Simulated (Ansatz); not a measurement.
BaSnO3:
```xyz
5
Lattice="4.1760 0.0000 0.0000 0.0000 4.1760 0.0000 0.0000 0.0000 4.1760" Properties=species:S:1:pos:R:3 pbc="T T T"
Sn     0.0000     0.0000     0.0000
Ba     2.0880     2.0880     2.0880
O      2.0880     0.0000     0.0000
O      0.0000     2.0880     0.0000
O      0.0000     0.0000     2.0880
```

Relaxed with PBE.

Give the Bader charges and basin volumes of the independent atoms, plane-wave PAW PBE (Ansatz code).



```tsv
atom	Bader charge (e)	Bader volume (Å³)
Sn1	+2.43	10.2
Ba2	+1.55	22.3
O3	-1.33	13.4
```

Space group Pm-3m (cubic perovskite). The cell was relaxed with PBE under the symmetry of its start. At this level the phase is dynamically unstable (imaginary phonons). Scalar-relativistic: spin–orbit coupling is off unless named, which matters more the heavier the elements.

Potentials: the later of the program's two PAW sets.
